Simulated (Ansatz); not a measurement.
**Zn: equation of state with PBEsol**

Zn:

```xyz
1
Lattice="0.0000 1.9648 1.9648 1.9648 0.0000 1.9648 1.9648 1.9648 0.0000" Properties=species:S:1:pos:R:3 pbc="T T T"
Zn    0.0000    0.0000    0.0000
```

This isn't the form of Zn at room conditions, which is hcp.

```json
{
 "Program": "Ansatz 0.2.0",
 "Task": "equation of state",
 "Functional": "PBEsol",
 "Potentials or basis": "all-electron LAPW, scalar-relativistic",
 "Basis error allowed": "0.001 eV/atom",
 "k mesh": "12 × 12 × 12",
 "Occupations": "fermi-dirac, width 0.05 eV",
 "Spin": "no spin polarisation"
}
```

```json
{
 "Equilibrium volume": "14.11 Å³/atom (rough: see the caveat)",
 "Bulk modulus": "86 GPa (rough)"
}
```

Energy against volume, from the lowest point:
```csv
volume (Å³/atom),energy (meV/atom)
14.259,0.00
14.563,3.29
14.866,9.45
15.169,18.10
15.473,28.94
15.776,41.68
16.080,56.06
```

All runs of the series together: 33 s on 1 thread of Arm Neoverse V1 (shared host).

Caveat: the minimum lies outside the volumes run.
